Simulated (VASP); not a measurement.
# GaAs (F-43m) in VASP: further runs, part 3 of 3

VASP 6.6.1. The steps go on from the part before.

## Step 5: Dielectric tensor, PBEsol

Contents of INCAR:

```
SYSTEM = GaAs
ALGO = Normal
EDIFF = 1E-8
ENCUT = 500
GGA = PS
ISIF = 2
ISMEAR = 0
LASPH = .True.
LCHARG = .False.
LEPSILON = .True.
LREAL = .False.
LWAVE = .False.
NELM = 100
PREC = Accurate
SIGMA = 0.01
```

Contents of KPOINTS:

```
k-points
0
Gamma
  5 5 5
  0 0 0
```

Contents of POSCAR:

```
GaAs
1.0
    0.0000000000      2.8268500000      2.8268500000
    2.8268500000      0.0000000000      2.8268500000
    2.8268500000      2.8268500000      0.0000000000
As Ga
1 1
Direct
    0.7500000000      0.7500000000      0.7500000000
    0.0000000000      0.0000000000      0.0000000000
```

Potentials or basis: VASP PAW PBE potentials, release 64 (As, Ga_d).

On the command line:

```bash
$ cat potpaw_PBE.64/As/POTCAR potpaw_PBE.64/Ga_d/POTCAR > POTCAR
$ mpirun -np 1 vasp_std > vasp.out
```

OUTCAR:

```text
SYSTEM = GaAs
   EDIFF = 1E-8
   ENCUT = 500
   GGA = PS
   ISIF = 2
   ISMEAR = 0
   LASPH = .True.
   LEPSILON = .True.
   LREAL = .False.
   NELM = 100
   PREC = Accurate

 Found     10 irreducible k-points:

 Following reciprocal coordinates:
            Coordinates               Weight
  0.000000  0.000000  0.000000      1.000000
  0.200000  0.000000  0.000000      8.000000
  0.400000  0.000000  0.000000      8.000000
  0.200000  0.200000  0.000000      6.000000
  0.400000  0.200000  0.000000     24.000000
 -0.400000  0.200000  0.000000     24.000000
   k-points           NKPTS =     10   k-points in BZ     NKDIM =     10   number of bands    NBANDS=     13
   number of dos      NEDOS =    301   number of ions     NIONS =      2
   total plane-waves  NPLWV =  27000
   dimension x,y,z NGX =    30 NGY =   30 NGZ =   30
   dimension x,y,z NGXF=    60 NGYF=   60 NGZF=   60
   ions per type =               1   1
   NGX,Y,Z   is equivalent  to a cutoff of  12.48, 12.48, 12.48 a.u.
   NGXF,Y,Z  is equivalent  to a cutoff of  24.95, 24.95, 24.95 a.u.
 SYSTEM =  GaAs
   PREC   = accura    normal or accurate (medium, high low for compatibility)
   ISTART =      0    job   : 0-new  1-cont  2-samecut
   ICHARG =      2    charge: 1-file 2-atom 10-const
   ISPIN  =      1    spin polarized calculation?
   LNONCOLLINEAR =      F non collinear calculations
[... 208 lines left out ...]
  ---------------------------------------------------
  free energy    TOTEN  =       -14.21187281 eV

  energy without entropy =      -14.21187281

------------------------ aborting loop because EDIFF is reached ----------------------------------------

 PIEZOELECTRIC TENSOR FIELD DIRECTION 3  (e Angst)
 -----------------------------------------------------------------------------
    -0.00163  5.45810  0.00000           (  0.00001  0.02592  0.00000)
     5.45810 -0.00163  0.00000           (  0.02592  0.00001  0.00000)
     0.00000  0.00000  0.00151           (  0.00000  0.00000 -0.00001)

 PIEZOELECTRIC TENSOR FIELD DIRECTION 3  (C/m^2)
 -----------------------------------------------------------------------------
    -0.00058  1.93559  0.00000
     1.93559 -0.00058  0.00000
     0.00000  0.00000  0.00054

 MACROSCOPIC STATIC DIELECTRIC TENSOR (including local field effects in DFT)
 ------------------------------------------------------
         110.821116    -0.000000     0.000000
           0.000000   110.821116    -0.000000
          -0.000000    -0.000000   110.821116
 ------------------------------------------------------

 PIEZOELECTRIC TENSOR (including local field effects)  for field in x, y, z        (e  Angst)
          XX          YY          ZZ          XY          YZ          ZX
  --------------------------------------------------------------------------------
  x    -0.00000     0.00000     0.00000     0.00000     5.47868    -0.00000
  y     0.00000     0.00000    -0.00000    -0.00000    -0.00000     5.47868
  z    -0.00000     0.00000     0.00000     5.47868     0.00000     0.00000

 PIEZOELECTRIC TENSOR (including local field effects)  for field in x, y, z        (C/m^2)
          XX          YY          ZZ          XY          YZ          ZX
  --------------------------------------------------------------------------------
  x    -0.00000     0.00000     0.00000     0.00000     1.94289    -0.00000
  y     0.00000     0.00000    -0.00000    -0.00000    -0.00000     1.94289
  z    -0.00000     0.00000     0.00000     1.94289     0.00000     0.00000

 BORN EFFECTIVE CHARGES (including local field effects) (in |e|, cummulative output)
 ---------------------------------------------------------------------------------
 ion    1
    1    -3.05532     0.00000     0.00000
    2     0.00000    -3.05532     0.00000
    3     0.00000    -0.00000    -3.05532
 ion    2
    1     3.05532     0.00000     0.00000
    2    -0.00000     3.05532    -0.00000
    3     0.00000     0.00000     3.05532
```

OSZICAR:

```text
N       E                     dE             d eps       ncg     rms          rms(c)
DAV:   1     0.804022154692E+02    0.80402E+02   -0.89998E+03   260   0.190E+03
DAV:   2    -0.253299036584E+01   -0.82935E+02   -0.79737E+02   270   0.321E+02
[... 12 lines left out ...]
RMM:   7    -0.142120978279E+02    0.11847E-02   -0.18488E-04  1388   0.710E-02    0.949E-03
RMM:   8    -0.142117738178E+02    0.32401E-03   -0.10468E-05  1415   0.239E-02    0.201E-03
RMM:   9    -0.142119511495E+02   -0.17733E-03    0.46002E-06  1394   0.842E-03    0.517E-04
RMM:  10    -0.142118613132E+02    0.89836E-04   -0.33270E-07  1418   0.325E-03    0.124E-04
RMM:  11    -0.142118695637E+02   -0.82505E-05    0.25768E-06  1410   0.127E-03    0.882E-05
RMM:  12    -0.142118752475E+02   -0.56839E-05   -0.67303E-07  1317   0.598E-04    0.204E-05
RMM:  13    -0.142118728107E+02    0.24368E-05   -0.36952E-07  1180   0.260E-04    0.767E-06
```

stdout:

```text
POSCAR found type information on POSCAR AsGa
 POSCAR found :  2 types and       2 ions
 scaLAPACK will be used
 -----------------------------------------------------------------------------
|                                                                             |
[... 28 lines left out ...]
 dielectric tensor                  component  3 :     6.013    -6.091   106.179
 Linear response to external field, progress :
  Direction:   1
 dielectric tensor                  component  1 :   110.821     8.944     1.494
 Linear response to external field, progress :
  Direction:   2
 dielectric tensor                  component  2 :     8.956   110.821     1.396
 Linear response to external field, progress :
  Direction:   3
 dielectric tensor                  component  3 :     7.054     3.384   110.821
 Born effective charges drift removed
```

Wall time 2.7 min (1 thread of Intel Xeon Platinum 8259CL at 2.50GHz (Skylake/Cascade Lake), shared host); peak memory 0.2 GiB.

These settings aren't checked as converged: the numbers below hold their error.

What came out:

```
Band gap on the k mesh                  : 0.45 eV, direct
Electronic dielectric tensor (diagonal) : 110.82
Born charges (mean of the diagonal)     : As -3.06; Ga +3.06 e
```

Caveat: the gap is small at this level, which inflates the dielectric constant; the PAW data sets were made with another functional, which shifts forces and pressure a little.

## Step 6: For comparison

An earlier run on the cell as given: functional PBEsol; potentials or basis VASP PAW PBE potentials, release 64 (As, Ga_d); cutoff 520 eV; k mesh 8 × 8 × 8; occupations fermi-dirac, width 0.05 eV; no spin polarisation.

* Pressure: 0.3 GPa
* Band gap on the k mesh: 0.46 eV, direct
